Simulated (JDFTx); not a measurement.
Here is a JDFTx 1.7.0 (patched build) calculation.

Ti.in

```
lattice \
   -3.0635421040     3.0635421040     3.0635421040 \
    3.0332100040    -3.0332100040     3.0332100040 \
    3.0332100040     3.0332100040    -3.0332100040
coords-type Lattice
ion Ti     0.0000000000     0.0000000000     0.0000000000 1

ion-species pseudo/Ti.upf
elec-cutoff 42
elec-ex-corr gga-PBEsol
kpoint-folding 11 11 11
elec-smearing Fermi 0.0018374661
elec-n-bands 11
electronic-SCF nIterations 100 energyDiffThreshold 1e-10
electronic-minimize nIterations 30 energyDiffThreshold 1e-7
forces-output-coords Cartesian
ionic-minimize nIterations 20 energyDiffThreshold 1e-8 knormThreshold 2e-5

dump-name run.$VAR
dump End Ecomponents EigStats BandEigs Kpoints Forces Stress ElecDensity Dtot KEdensity
```

Potentials or basis: PseudoDojo-SR-PBEsol-0.4.1-standard.

Run with:

```bash
$ jdftx -c 1 -i Ti.in -o Ti.out
```

(1) What does it give for the band gap on the k mesh?

Results:

(1) none (metal or under the smearing width).

Caveat: the relaxation stopped at its first step, so nothing moved.
